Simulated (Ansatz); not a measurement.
**SiC (Moissanite 6H): relaxation of cell and atoms with BLYP+D3(BJ)**

Crystal: SiC (Moissanite 6H).

```
Si C
1.0
     3.09500    0.00000    0.00000
    -1.54750    2.68035    0.00000
     0.00000    0.00000   15.17000
Si C
6 6
Direct
  0.66667 0.33333 0.45830
  0.33333 0.66667 0.95830
  0.66667 0.33333 0.79170
  0.33333 0.66667 0.29170
  0.00000 0.00000 0.62500
  0.00000 0.00000 0.12500
  0.66667 0.33333 0.33330
  0.33333 0.66667 0.83330
  0.66667 0.33333 0.66670
  0.33333 0.66667 0.16670
  0.00000 0.00000 0.50000
  0.00000 0.00000 0.00000
```

* Program: Ansatz 0.2.0
* Task: relaxation of cell and atoms
* Functional: BLYP
* Dispersion: D3(BJ)
* Potentials or basis: Ansatz PAW
* Cutoff: 420 eV (not typed: the program's choice for these potentials)
* k mesh: 10 × 10 × 2
* Occupations: fermi-dirac, width 0.05 eV
* Spin: no spin polarisation

* Relaxed volume: 10.24 Å³/atom
* Relaxed cell: a = 3.069 Å, b = 3.069 Å, c = 15.063 Å, α = 90.00°, β = 90.00°, γ = 120.00°
* Space group after relaxing (to 0.05 Å): P6_3mc (No. 186)
* Energy gained by relaxing: 4.0 meV/atom
* Ionic steps: 8
* Pressure after relaxing: 0.0 GPa
* Band gap on the k mesh: 2.33 eV

Step by step:
```
step  energy change (eV)  largest force (eV/Å)  volume (Å³)
   1              0.0000                0.1417       125.85
   2             -0.0404                0.0769       124.28
   3             -0.0539                0.0149       122.83
   4             -0.0540                0.0079       122.91
   5             -0.0540                0.0003       122.91
   6             -0.0479                0.0002       122.91
   7             -0.0480                0.0001       122.87
   8             -0.0479                0.0001       122.87
```

Final structure:
```yaml
crystal:
  lattice:
    - [3.06901, 0.00000, 0.00000]
    - [-1.53450, 2.65784, 0.00000]
    - [0.00000, 0.00000, 15.06305]
  atoms:
    - { symbol: Si, position: [0.66667, 0.33333, 0.45827] }
    - { symbol: Si, position: [0.33333, 0.66667, 0.95827] }
    - { symbol: Si, position: [0.66667, 0.33333, 0.79181] }
    - { symbol: Si, position: [0.33333, 0.66667, 0.29181] }
    - { symbol: Si, position: [0.00000, 0.00000, 0.62505] }
    - { symbol: Si, position: [0.00000, 0.00000, 0.12505] }
    - { symbol: C, position: [0.66667, 0.33333, 0.33331] }
    - { symbol: C, position: [0.33333, 0.66667, 0.83331] }
    - { symbol: C, position: [0.66667, 0.33333, 0.66686] }
    - { symbol: C, position: [0.33333, 0.66667, 0.16686] }
    - { symbol: C, position: [0.00000, 0.00000, 0.49970] }
    - { symbol: C, position: [0.00000, 0.00000, 0.99970] }
```

Wall time 45 s on 2 threads of Arm Neoverse V1, on a shared host, peak memory 0.41 GiB.

Caveat: the plane-wave basis is chosen anew once the cell has moved, so the energies of steps on either side of that aren't comparable; the pressure holds a Pulay correction of +0.4 GPa for the finite cutoff; the PAW data sets come from PBE, with cores solved anew for the run's functional, which leaves a small shift of forces and pressure. A k mesh can miss the band edges.
